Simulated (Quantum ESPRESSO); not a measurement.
## Ta2N under changes of volume

One of the cells (13.622 Å³/atom); the others are scaled copies at fixed shape and fractional positions:

```
Ta N
1.0
     3.11286    0.00000    0.00000
    -1.55643    2.69582    0.00000
     0.00000    0.00000    4.86984
Ta N
2 1
Cartesian
  0.0000 1.7972 1.2404
  1.5564 0.8986 3.6294
  0.0000 0.0000 0.0000
```

The cell comes from a database or a generator and needn't be the stable form of this composition.

```yaml
Program: Quantum ESPRESSO 7.5
Functional: LDA
Potentials_or_basis: GBRV 1.5 LDA
Cutoff: 762 eV
Density_cutoff: 6095 eV
k_mesh: 10 × 10 × 6
Occupations: fermi-dirac, width 0.05 eV
Spin: no spin polarisation
```

```tsv
volume (Å³/atom)	energy over the lowest point (meV/atom)	pressure (GPa)	largest force (eV/Å)
12.805	0.74	3.7	0.031
13.077	0.00	-3.0	0.169
13.350	10.07	-9.0	0.295
13.622	29.80	-14.3	0.409
13.895	?	?	?
14.167	94.27	-23.4	0.608
14.439	137.23	-27.2	0.693
```

Question: What does the run at 13.895 Å³/atom give?

Answer: Energy over the lowest point 58.18 meV/atom; pressure -19.1 GPa; largest force 0.513 eV/Å.

Worked out: A Birch-Murnaghan fit of order 3 (a polynomial in V^(-2/3)) to the other rows has its minimum at 12.96 Å³/atom with B0 = V·E''(V) = 317 GPa and B' = 4.3 at fixed shape and positions, which overstates the stiffness. It gives 58.22 meV/atom at 13.895 Å³/atom, against the run's 58.18, and -dE/dV = -19.1 GPa, against -19.1.

Energies are extrapolated to zero smearing.
